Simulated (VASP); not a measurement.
Runs of VASP 6.6.1 on TePb. It takes space group Fm-3m (No. 225, cubic). The conventional cell has a = 6.462 Å, b = 6.462 Å, c = 6.462 Å, α = 90.00°, β = 90.00°, γ = 90.00°. Around Pb (site symmetry m-3m) lie 6 Te at 3.23 Å. Te (site symmetry m-3m) is surrounded by 6 Pb at 3.23 Å. 

| task | potentials or basis | cell | k mesh | cutoff (eV) | smearing | pressure (GPa) | relaxed volume (Å³/atom) |
| --- | --- | --- | --- | --- | --- | --- | --- |
| single point | VASP PAW PBE potentials, release 64 (Pb_d_GW, Te_GW) | as given | 5 × 5 × 5 | 500 | gaussian 0.02 eV | (b) | - |
| band structure | VASP PAW PBE potentials, release 64 (Pb_d_GW, Te_GW) | as given | 7 × 7 × 7 | 600 | fermi-dirac 0.05 eV | 2.1 | - |
| relaxation of cell and atoms | VASP PAW PBE potentials, release 64 (Pb, Te) | relaxed | 7 × 7 × 7 | 580 | fermi-dirac 0.05 eV | 0.0 | 35.29 |
| relaxation of cell and atoms | VASP PAW PBE potentials, release 64 (Pb_d_GW, Te_GW) | relaxed | 7 × 7 × 7 | 630 | fermi-dirac 0.05 eV | 0.0 | (a) |
| relaxation of cell and atoms | VASP PAW PBE potentials, release 64 (Pb_d_GW, Te_GW) | relaxed | 7 × 7 × 7 | 680 | fermi-dirac 0.05 eV | 0.0 | 35.40 |

Alike in all rows: level PBE; no spin polarisation.

Question: Estimate the missing entries.

Answer: (a) 35.39; (b) 2.0.

The runs don't all hold the same shells in valence.
